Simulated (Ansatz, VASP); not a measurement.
**Ni in VASP and in Ansatz**

```
CELL_PARAMETERS angstrom
0.00000 1.76044 1.76044
1.76044 0.00000 1.76044
1.76044 1.76044 0.00000
ATOMIC_POSITIONS crystal
Ni 0.00000 0.00000 0.00000
```

Change from the starting cell: volume scaled by 1.04.

Alike in both runs: task single point; functional LDA; k mesh 13 × 13 × 13; occupations fermi-dirac, width 0.05 eV; collinear spin.

|  | VASP | Ansatz |
| --- | --- | --- |
| version | VASP 6.6.1 | Ansatz 0.2.0 |
| potentials or method | VASP PAW LDA potentials, release 64 (Ni), cutoff 520 eV | all-electron LAPW, scalar-relativistic |

Ansatz gave:

```
gap on the k mesh at the Fermi level (eV)                     : none
pressure (GPa)                                                : -17.6
net moment per atom (μB)                                      : 0.62
size of the moment on the site where the two differ most (μB) : 0.64
```

Problem. What did VASP give for the same quantities?

Solution. gap on the k mesh at the Fermi level (eV): none; pressure (GPa): -17.4; net moment per atom (μB): 0.62; size of the moment on the site where the two differ most (μB): 0.62.

Site moments also hang on the region over which each program counts them. A gap of «none» marks a metal or a gap that the smearing closes. Ansatz ran all-electron here, so the differences hold the error of VASP's frozen core and of both bases.

Caveats: so large a pressure means that the cell lies far from this level's equilibrium, or that cutoff or potentials fall short (VASP).
